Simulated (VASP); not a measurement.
Si2Ge, 3 atoms in the cell. Symmetry: P6mm, No. 183, hexagonal system. Conventional cell: a = 3.042 Å, b = 3.042 Å, c = 6.113 Å, α = 90.00°, β = 90.00°, γ = 120.00°. Around Si (site symmetry 3m) lie 3 Si at 1.76 Å and 3 Ge at 1.87 Å. Around Ge (site symmetry 6mm) lie 6 Si at 1.87 Å. The cell was built by a generator and needn't be a form met in nature.

```yaml
Program: VASP 6.6.1
Task: relaxation of cell and atoms
Functional: PBE
Potentials_or_basis: VASP PAW PBE potentials, release 64 (Si, Ge_d)
Cutoff: 520 eV
k_mesh: 8 × 8 × 4
Occupations: gaussian, width 0.15 eV
Spin: no spin polarisation
Further_INCAR_settings: PREC = Normal; ALGO = Fast; EDIFF = 0.0001; IBRION = 2; EDIFFG = -0.08; NSW = 24; ISIF = 3
```

Potentials or basis: VASP PAW PBE potentials, release 64 (Si, Ge_d).

Command:

```bash
$ cat potpaw_PBE.64/Si/POTCAR potpaw_PBE.64/Ge_d/POTCAR > POTCAR
$ mpirun -np 1 vasp_std > vasp.out
```

Hardware: 1 thread of AMD EPYC 9R45 (Zen 5) (shared host).

Estimate the wall time of this run.

Wall time 100 s on 1 thread of AMD EPYC 9R45 (Zen 5), on a shared host, peak memory 0.12 GiB. Counts: scf iterations 174, k points 30, ion steps 13.
